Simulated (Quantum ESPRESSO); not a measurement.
# Ga (P2_1/m) in Quantum ESPRESSO: notebook

The runs below take Ga through single point, equation of state, with LDA.

All numbers are computed with Quantum ESPRESSO 7.5; they aren't measurements. Logs are shortened: lines on timing, memory, paths and dates and some standing lists are left out, and cuts for length are marked.

## (1) The structure

Symmetry: P2_1/m, No. 11, monoclinic system. Conventional cell: a = 2.778 Å, b = 3.282 Å, c = 4.210 Å, α = 90.00°, β = 108.61°, γ = 90.00°. Around Ga (site symmetry m) lie 8 Ga at 2.71 to 2.84 Å.

This isn't the form of Ga at room conditions, which is orthorhombic.

## (2) Single point, LDA, 17.10 Å³/atom

pw.in reads:

```
&CONTROL
  calculation = 'scf'
  prefix = 'pwscf'
  outdir = './tmp'
  pseudo_dir = './pseudo'
  tstress = .true.
  disk_io = 'nowf'
/
&SYSTEM
  ibrav = 0
  nat = 2
  ntyp = 1
  ecutwfc = 56
  ecutrho = 448
  nbnd = 27
  occupations = 'smearing'
  smearing = 'fd'
  degauss = 0.00367493
/
&ELECTRONS
  conv_thr = 4d-10
  electron_maxstep = 120
  mixing_beta = 0.5
/
ATOMIC_SPECIES
Ga    69.7230 ga_lda_v1.4.uspp.F.UPF
CELL_PARAMETERS angstrom
   2.7217036785    0.0000000000    0.0000000000
   0.0000000000    3.2146183849    0.0000000000
  -1.3160064422    0.0000000000    3.9088161735
ATOMIC_POSITIONS crystal
Ga     0.1345962700    0.7500000000    0.7701668300
Ga     0.8654037300    0.2500000000    0.2298331700
K_POINTS automatic
10 8 7 0 0 0
```

Potentials or basis: GBRV 1.5 LDA.

On the command line:

```sh
$ OMP_NUM_THREADS=1 mpirun -n 2 pw.x -nk 2 -in pw.in > pw.out
```

pw.out:

```text
This program is part of the open-source Quantum ESPRESSO suite
     for quantum simulation of materials; please cite
         "P. Giannozzi et al., J. Phys.:Condens. Matter 21 395502 (2009);
         "P. Giannozzi et al., J. Phys.:Condens. Matter 29 465901 (2017);
         "P. Giannozzi et al., J. Chem. Phys. 152 154105 (2020);
     in publications or presentations arising from this work. More details at

     Message from routine setup:
     using ibrav=0 with symmetry is DISCOURAGED, use correct ibrav instead

     K-points division:     npool     =       2
     Subspace diagonalization in iterative solution of the eigenvalue problem:
     a serial algorithm will be used

     G-vector sticks info
     --------------------
     sticks:   dense  smooth     PW     G-vecs:    dense   smooth      PW
     Sum        1115     557    169                36975    13105    2279

     Using Slab Decomposition

     bravais-lattice index     =            0
     lattice parameter (alat)  =       5.1433  a.u.
     unit-cell volume          =     230.7874 (a.u.)^3
     number of atoms/cell      =            2
     number of atomic types    =            1
     number of electrons       =        38.00
     number of Kohn-Sham states=           27
     kinetic-energy cutoff     =      56.0000  Ry
     charge density cutoff     =     448.0000  Ry
     scf convergence threshold =      4.0E-10
     mixing beta               =       0.5000
     number of iterations used =            8  plain     mixing
     Exchange-correlation=  SLA  PZ   NOGX NOGC
                           (   1   1   0   0   0   0   0)

     celldm(1)=   5.143275  celldm(2)=   0.000000  celldm(3)=   0.000000
     celldm(4)=   0.000000  celldm(5)=   0.000000  celldm(6)=   0.000000

     crystal axes: (cart. coord. in units of alat)
               a(1) = (   1.000000   0.000000   0.000000 )
               a(2) = (   0.000000   1.181105   0.000000 )
               a(3) = (  -0.483523   0.000000   1.436165 )

     reciprocal axes: (cart. coord. in units 2 pi/alat)
               b(1) = (  1.000000 -0.000000  0.336676 )
               b(2) = (  0.000000  0.846665 -0.000000 )
               b(3) = (  0.000000  0.000000  0.696299 )

     PseudoPot. # 1 for Ga read from file:
     ga_lda_v1.4.uspp.F.UPF
     Pseudo is Ultrasoft + core correction, Zval = 19.0
     Generated by new atomic code, or converted to UPF format
     Using radial grid of  871 points,  6 beta functions with:
                l(1) =   0
                l(2) =   0
                l(3) =   1
                l(4) =   1
                l(5) =   2
                l(6) =   2
     Q(r) pseudized with  8 coefficients,  rinner =    1.250   1.250   1.250
                                                       1.250   1.250

     atomic species   valence    mass     pseudopotential
     Ga               19.00    69.72300     Ga( 1.00)

      4 Sym. Ops., with inversion, found ( 2 have fractional translation)

   Cartesian axes

     site n.     atom                  positions (alat units)
         1        Ga     tau(   1) = (  -0.2377971   0.8858289   1.1060868  )
         2        Ga     tau(   2) = (   0.7542741   0.2952763   0.3300784  )

     number of k points=   180  Fermi-Dirac smearing, width (Ry)=  0.0037

     Number of k-points >= 100: set verbosity='high' to print them.

     Dense  grid:    36975 G-vectors     FFT dimensions: (  36,  48,  54)

     Smooth grid:    13105 G-vectors     FFT dimensions: (  25,  30,  40)

     Check: negative core charge=   -0.000001

     Initial potential from superposition of free atoms

     starting charge      36.0000, renormalised to      38.0000
     Starting wfcs are   24 randomized atomic wfcs +    3 random wfcs

     Self-consistent Calculation

     iteration #  1     ecut=    56.00 Ry     beta= 0.50
     Davidson diagonalization with overlap
     ethr =  1.00E-02,  avg # of iterations =  5.8

     total energy              =    -821.27081702 Ry
     estimated scf accuracy    <      17.89666488 Ry

     iteration #  2     ecut=    56.00 Ry     beta= 0.50
     Davidson diagonalization with overlap
     ethr =  1.00E-02,  avg # of iterations =  2.2

     total energy              =    -829.71595223 Ry
     estimated scf accuracy    <       4.40523791 Ry

     iteration #  3     ecut=    56.00 Ry     beta= 0.50
     Davidson diagonalization with overlap
     ethr =  1.00E-02,  avg # of iterations =  2.0

     total energy              =    -829.82522318 Ry
     estimated scf accuracy    <       0.48424567 Ry

     iteration #  4     ecut=    56.00 Ry     beta= 0.50
     Davidson diagonalization with overlap
     ethr =  1.27E-03,  avg # of iterations =  2.1

     total energy              =    -829.94694437 Ry
     estimated scf accuracy    <       0.00205660 Ry

     iteration #  5     ecut=    56.00 Ry     beta= 0.50
     Davidson diagonalization with overlap
     ethr =  5.41E-06,  avg # of iterations =  5.3

     total energy              =    -829.94778718 Ry
     estimated scf accuracy    <       0.00078279 Ry

     iteration #  6     ecut=    56.00 Ry     beta= 0.50
     Davidson diagonalization with overlap
     ethr =  2.06E-06,  avg # of iterations =  1.9

     total energy              =    -829.94778593 Ry
     estimated scf accuracy    <       0.00010568 Ry

     iteration #  7     ecut=    56.00 Ry     beta= 0.50
     Davidson diagonalization with overlap
     ethr =  2.78E-07,  avg # of iterations =  3.3

     total energy              =    -829.94782726 Ry
     estimated scf accuracy    <       0.00000864 Ry

     iteration #  8     ecut=    56.00 Ry     beta= 0.50
     Davidson diagonalization with overlap
     ethr =  2.27E-08,  avg # of iterations =  3.1

     total energy              =    -829.94782974 Ry
     estimated scf accuracy    <       0.00000002 Ry

     iteration #  9     ecut=    56.00 Ry     beta= 0.50
     Davidson diagonalization with overlap
     ethr =  5.12E-11,  avg # of iterations =  3.0

     total energy              =    -829.94782976 Ry
     estimated scf accuracy    <          3.3E-09 Ry

     iteration # 10     ecut=    56.00 Ry     beta= 0.50
     Davidson diagonalization with overlap
     ethr =  8.57E-12,  avg # of iterations =  3.0

     End of self-consistent calculation

     Number of k-points >= 100: set verbosity='high' to print the bands.

     the Fermi energy is    12.2550 ev

!    total energy              =    -829.94782976 Ry
     estimated scf accuracy    <          1.7E-11 Ry
     smearing contrib. (-TS)   =      -0.00032243 Ry
     internal energy E=F+TS    =    -829.94750733 Ry

     The total energy is F=E-TS. E is the sum of the following terms:
     one-electron contribution =    -654.54947766 Ry
     hartree contribution      =     344.03755280 Ry
     xc contribution           =     -95.49804953 Ry
     ewald contribution        =    -423.93753295 Ry

     convergence has been achieved in  10 iterations

     Computing stress (Cartesian axis) and pressure

          total   stress  (Ry/bohr**3)                   (kbar)     P=       10.52
   0.00011172   0.00000000  -0.00002938           16.43        0.00       -4.32
   0.00000000   0.00002038   0.00000000            0.00        3.00        0.00
  -0.00002938   0.00000000   0.00008239           -4.32        0.00       12.12

=------------------------------------------------------------------------------=
   JOB DONE.
=------------------------------------------------------------------------------=
```

Run time: 35 s. Hardware: 2 MPI ranks of Intel Xeon 6975P-C (Granite Rapids), shared host; peak memory 0.36 GiB.

What came out:

| Quantity | Value |
| --- | --- |
| Free energy | -11292.0155 eV |
| Pressure | 1.1 GPa |
| Band gap on the k mesh | none (metal or under the smearing width) |

## (3) Single point, LDA, 17.46 Å³/atom

pw.in: that of step 2 with these lines changed.

```diff
@@ -27,5 +27,5 @@
 CELL_PARAMETERS angstrom
-   2.7217036785    0.0000000000    0.0000000000
-   0.0000000000    3.2146183849    0.0000000000
-  -1.3160064422    0.0000000000    3.9088161735
+   2.7408712373    0.0000000000    0.0000000000
+   0.0000000000    3.2372572885    0.0000000000
+  -1.3252743986    0.0000000000    3.9363439549
 ATOMIC_POSITIONS crystal
```

Potentials or basis: GBRV 1.5 LDA.

On the command line:

```sh
$ OMP_NUM_THREADS=1 mpirun -n 2 pw.x -nk 2 -in pw.in > pw.out
```

It took 33 s on 2 MPI ranks of Intel Xeon 6975P-C (Granite Rapids), shared host; peak memory 0.36 GiB.

It converged, with:

- Free energy: -11292.0175 eV
- Pressure: -0.4 GPa
- Band gap on the k mesh: none (metal or under the smearing width)

## (4) Single point, LDA, 17.83 Å³/atom

pw.in: that of step 3 with these lines changed.

```diff
@@ -27,5 +27,5 @@
 CELL_PARAMETERS angstrom
-   2.7408712373    0.0000000000    0.0000000000
-   0.0000000000    3.2372572885    0.0000000000
-  -1.3252743986    0.0000000000    3.9363439549
+   2.7597743949    0.0000000000    0.0000000000
+   0.0000000000    3.2595839063    0.0000000000
+  -1.3344145108    0.0000000000    3.9634920125
 ATOMIC_POSITIONS crystal
```

On the command line:

```sh
$ OMP_NUM_THREADS=1 mpirun -n 2 pw.x -nk 2 -in pw.in > pw.out
```

Wall time 37 s (2 MPI ranks of Intel Xeon 6975P-C (Granite Rapids), shared host); peak memory 0.36 GiB.

It converged, with:

```
Free energy            : -11292.0134 eV
Pressure               : -1.6 GPa
Band gap on the k mesh : none (metal or under the smearing width)
```

## (5) Single point, LDA, 18.19 Å³/atom

pw.in: that of step 4 with these lines changed.

```diff
@@ -27,5 +27,5 @@
 CELL_PARAMETERS angstrom
-   2.7597743949    0.0000000000    0.0000000000
-   0.0000000000    3.2595839063    0.0000000000
-  -1.3344145108    0.0000000000    3.9634920125
+   2.7784220849    0.0000000000    0.0000000000
+   0.0000000000    3.2816087900    0.0000000000
+  -1.3434310986    0.0000000000    3.9902731763
 ATOMIC_POSITIONS crystal
```

On the command line:

```sh
$ OMP_NUM_THREADS=1 mpirun -n 2 pw.x -nk 2 -in pw.in > pw.out
```

Wall time 34 s (2 MPI ranks of Intel Xeon 6975P-C (Granite Rapids), shared host); peak memory 0.36 GiB.

Results (log left out):

```yaml
Free_energy: -11292.0039 eV
Pressure: -2.7 GPa
Band_gap_on_the_k_mesh: none (metal or under the smearing width)
```

## (6) Single point, LDA, 18.55 Å³/atom

pw.in: that of step 5 with these lines changed.

```diff
@@ -27,5 +27,5 @@
 CELL_PARAMETERS angstrom
-   2.7784220849    0.0000000000    0.0000000000
-   0.0000000000    3.2816087900    0.0000000000
-  -1.3434310986    0.0000000000    3.9902731763
+   2.7968227674    0.0000000000    0.0000000000
+   0.0000000000    3.3033419319    0.0000000000
+  -1.3523282526    0.0000000000    4.0166995966
 ATOMIC_POSITIONS crystal
```

Potentials or basis: GBRV 1.5 LDA.

On the command line:

```sh
$ OMP_NUM_THREADS=1 mpirun -n 2 pw.x -nk 2 -in pw.in > pw.out
```

Wall time 34 s (2 MPI ranks of Intel Xeon 6975P-C (Granite Rapids), shared host); peak memory 0.38 GiB.

The run converged. Its results:

| Item | Value |
| --- | --- |
| Free energy | -11291.9896 eV |
| Pressure | -3.7 GPa |
| Band gap on the k mesh | none (metal or under the smearing width) |

## (7) Single point, LDA, 18.92 Å³/atom

pw.in: that of step 6 with these lines changed.

```diff
@@ -27,5 +27,5 @@
 CELL_PARAMETERS angstrom
-   2.7968227674    0.0000000000    0.0000000000
-   0.0000000000    3.3033419319    0.0000000000
-  -1.3523282526    0.0000000000    4.0166995966
+   2.8149844631    0.0000000000    0.0000000000
+   0.0000000000    3.3247928052    0.0000000000
+  -1.3611098509    0.0000000000    4.0427827924
 ATOMIC_POSITIONS crystal
```

On the command line:

```sh
$ OMP_NUM_THREADS=1 mpirun -n 2 pw.x -nk 2 -in pw.in > pw.out
```

Wall time 37 s (2 MPI ranks of Intel Xeon 6975P-C (Granite Rapids), shared host); peak memory 0.38 GiB.

It converged, with:

```
Free energy            : -11291.9710 eV
Pressure               : -4.6 GPa
Band gap on the k mesh : none (metal or under the smearing width)
```

## (8) Single point, LDA, 19.28 Å³/atom

pw.in: that of step 7 with these lines changed.

```diff
@@ -27,5 +27,5 @@
 CELL_PARAMETERS angstrom
-   2.8149844631    0.0000000000    0.0000000000
-   0.0000000000    3.3247928052    0.0000000000
-  -1.3611098509    0.0000000000    4.0427827924
+   2.8329147839    0.0000000000    0.0000000000
+   0.0000000000    3.3459704005    0.0000000000
+  -1.3697795742    0.0000000000    4.0685336955
 ATOMIC_POSITIONS crystal
```

On the command line:

```sh
$ OMP_NUM_THREADS=1 mpirun -n 2 pw.x -nk 2 -in pw.in > pw.out
```

Wall time 38 s (2 MPI ranks of Intel Xeon 6975P-C (Granite Rapids), shared host); peak memory 0.38 GiB.

The run converged. Its results:

```
Free energy            : -11291.9485 eV
Pressure               : -5.4 GPa
Band gap on the k mesh : none (metal or under the smearing width)
```

## (9) Equation of state, LDA

Potentials or basis: GBRV 1.5 LDA.

No new run: the results of the series are fitted here.

What came out:

- Equilibrium volume: 17.39 Å³/atom
- Bulk modulus at fixed shape and positions: 65 GPa
- Pressure derivative of the bulk modulus: 4.4

Energy against volume, from the lowest point:
```
volume (Å³/atom)  energy (meV/atom)
          17.100               1.01
          17.463               0.00
          17.827               2.07
          18.191               6.81
          18.555              13.94
          18.919              23.26
          19.283              34.50
```

Caveat: the cell was scaled at fixed shape and fractional positions, which overstates the stiffness of a crystal with free parameters, most of all of layers and chains.
